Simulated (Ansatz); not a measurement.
Lu, diamond: how the functional moves the structure

All rows: Ansatz, plane waves with scalar-relativistic PAW, 420 eV (500 eV for the SCAN forms), relaxed under each functional, no dispersion correction, no zero-point motion. B₀ comes from uniform scaling at fixed shape; a dash is a value not given.

```tsv
functional	V (Å³/atom)	cell	B₀ (GPa)	magnetic state	ΔE to hcp (meV/atom)
PBE	50.73	a = 7.404 Å	12	spin not included	2003
r²SCAN	49.95	a = 7.365 Å	11	spin not included	2232
PBEsol	46.19	a = 7.176 Å	11	spin not included	2121
LDA	40.96	a = 6.894 Å	-	spin not included	2133
revPBE	53.18	a = 7.521 Å	12	spin not included	1961
RPBE	54.27	a = 7.572 Å	12	spin not included	1946
BLYP	55.22	a = 7.616 Å	-	spin not included	1624
```

LDA gives the smallest volume and BLYP the largest.
